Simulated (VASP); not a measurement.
A run of VASP 6.6.1 is set up as follows.

The input POSCAR:

```
Br
1.0
    4.0912552071      2.3620872951      6.9772354751
   -4.0912552071      2.3620872951      6.9772354751
    0.0000000000     -4.7241745901      6.9772354751
Br
12
Direct
    0.0101900000      0.6536100000      0.0101900000
    0.0101900000      0.0101900000      0.6536100000
    0.6536100000      0.0101900000      0.0101900000
    0.9898100000      0.3463900000      0.9898100000
    0.3463900000      0.9898100000      0.9898100000
    0.9898100000      0.9898100000      0.3463900000
    0.2211800000      0.6306000000      0.2211800000
    0.2211800000      0.2211800000      0.6306000000
    0.6306000000      0.2211800000      0.2211800000
    0.7788200000      0.3694000000      0.7788200000
    0.3694000000      0.7788200000      0.7788200000
    0.7788200000      0.7788200000      0.3694000000
```

The input INCAR.step1:

```
SYSTEM = Br
PREC = Accurate ; ENCUT = 520
ISMEAR = 0 ; SIGMA = 0.1
LREAL = .FALSE. ; LASPH = .TRUE.
NELM = 100 ; NBANDS = 54
GGA = PE ; ALGO = Normal
EDIFF = 1E-4 ; LWAVE = .TRUE.
LCHARG = .FALSE.
```

Contents of INCAR.step2:

```
SYSTEM = Br
PREC = Accurate ; ENCUT = 520
EDIFF = 1E-7 ; ISMEAR = 0
SIGMA = 0.1 ; LREAL = .FALSE.
LASPH = .TRUE. ; NELM = 100
ALGO = Normal ; ISIF = 2
LWAVE = .FALSE. ; LCHARG = .TRUE.
METAGGA = R2SCAN ; LMIXTAU = .TRUE.
LELF = .TRUE. ; LVHAR = .TRUE.
NBANDS = 54 ; ISTART = 1
```

File KPOINTS:

```
Automatic mesh
0
G
  3 3 3
  0 0 0
```

Potentials or basis: VASP PAW PBE potentials, release 64 (Br).

The run is started by

```console
$ cat potpaw_PBE.64/Br/POTCAR > POTCAR
$ cp INCAR.step1 INCAR
$ mpirun -np 1 vasp_std > vasp.out
$ cp INCAR.step2 INCAR
$ mpirun -np 1 vasp_std > vasp.out
```

Problem. What does it give for the largest force?

Solution. 1.951 eV/Å.

Problem. Predict the pressure.

Solution. 3.8 GPa.

Stress tensor (GPa, compression positive):
```
4.29 0.00 0.00
0.00 4.29 0.00
0.00 0.00 2.73
```

Caveat: the PAW data sets were made with another functional, which shifts forces and pressure a little.
